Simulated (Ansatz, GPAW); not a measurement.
Given: the input of a run of GPAW 26.7.0 (ASE script) on TiC. The cell is a database's computed one, not the measured one.

The input run.py:

```python
from ase import Atoms
from ase.dft.bandgap import bandgap
from ase.io import write
from ase.units import GPa
from gpaw import GPAW, PW

atoms = Atoms(['Ti', 'C'],
              cell=[[0.0, 2.1657188437, 2.1657188437],
                    [2.1657188437, 0.0, 2.1657188437],
                    [2.1657188437, 2.1657188437, 0.0]],
              scaled_positions=[[0.0, 0.0, 0.0],
                                [0.5, 0.5, 0.5]],
              pbc=True)

calc = GPAW(mode=PW(800),
            xc='PBE',
            kpts={'size': (11, 11, 11), 'gamma': True},
            occupations={'name': 'methfessel-paxton', 'order': 0, 'width': 0.026000000000000002},
            nbands=18,
            convergence={'density': 1e-05, 'energy': 1e-05},
            maxiter=150,
            txt='gpaw.txt')
atoms.calc = calc
energy = atoms.get_potential_energy()
forces = atoms.get_forces()
stress = atoms.get_stress()
calc.write('gs.gpw')
write('result.traj', atoms)
print(f'Energy: {energy:.6f} eV')
print('Forces (eV/A):')
print(forces.round(4))
print('Stress (GPa):', (stress / GPa).round(3))
print('Fermi level:', round(calc.get_fermi_level(), 4), 'eV')
print(f'Gap: {bandgap(calc)[0]:.4f} eV, direct: {bandgap(calc, direct=True)[0]:.4f} eV')
```

Potentials or basis: GPAW PAW data sets (gpaw-data 1.2.1), pw.

Launch:

```console
$ OMP_NUM_THREADS=1 python run.py
```

What does the same run look like in Ansatz 0.2.0? Potentials or basis there: all-electron LAPW, scalar-relativistic.

As run (cutoffs and basis follow the program's own potentials, and thresholds, step limits or extra output files can differ):

Contents of input.yaml:

```yaml
crystal:
  lattice:
    - [0.0, 2.1657188437, 2.1657188437]
    - [2.1657188437, 0.0, 2.1657188437]
    - [2.1657188437, 2.1657188437, 0.0]
  atoms:
    - { symbol: Ti, position: [0.0, 0.0, 0.0] }
    - { symbol: C, position: [0.5, 0.5, 0.5] }
kpoints:
  mp_grid: { grid: [11, 11, 11] }
scf:
  occupations: { method: gaussian, width: 0.026 }
hamiltonian:
  xc: pbe
  pseudopotentials: { kind: all_electron, lapw: { basis_error: 0.001 } }
output:
  forces: true
  stress: true
  eigenvalues: true
```

Potentials or basis: all-electron LAPW, scalar-relativistic.

Launch:

```sh
$ ansatz run input.yaml --threads 1 --pin off --max-ram 3072MiB --backend cpu --events-out ev --progress --plain --runs-dir out
```

Both were run:

|  | GPAW | Ansatz |
| --- | --- | --- |
| Pressure | 0.9 GPa | 0.2 GPa |

Where Ansatz's input types no cutoff or centring, it takes its own default and a Γ-centred mesh.

Pressure is positive in compression.
